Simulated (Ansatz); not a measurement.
Crystal: MoS2.

```xyz
6
Lattice="3.1690 0.0000 0.0000 -1.5845 2.7444 0.0000 0.0000 0.0000 12.3240" Properties=species:S:1:pos:R:3 pbc="T T T"
Mo    1.5845    0.9148    9.2430
Mo    0.0000    1.8296    3.0810
S     1.5845    0.9148    4.6461
S     0.0000    1.8296   10.8081
S     1.5845    0.9148    1.5159
S     0.0000    1.8296    7.6779
```

Base run:

| Quantity | Value |
| --- | --- |
| Program | Ansatz 0.2.0 |
| Functional | LDA |
| Potentials or basis | Ansatz PAW |
| Cutoff | 420 eV |
| Density cutoff | 1680 eV |
| k mesh | 10 × 10 × 3 |
| Occupations | fermi-dirac, width 0.05 eV |
| Spin | no spin polarisation |

Its results: band gap on the k mesh 0.85 eV, indirect (least direct gap 1.86 eV); pressure -5.7 GPa; largest force 0.481 eV/Å.

The run is repeated on the same cell with these changes: functional from LDA to PBEsol. What comes out?

Band gap on the k mesh 0.88 eV, indirect (least direct gap 1.87 eV); pressure -3.0 GPa; largest force 0.313 eV/Å.

PBEsol binds less tightly than LDA, so the same cell stands under more pressure.

Caveats: the PAW data sets come from PBE, with cores solved anew for the run's functional, which leaves a small shift of forces and pressure; this functional lacks dispersion, which binds the layers, so the pressure and a relaxed spacing across them are unreliable (some runs).

A k mesh can miss the band edges.

Not every run made on this cell is shown here.
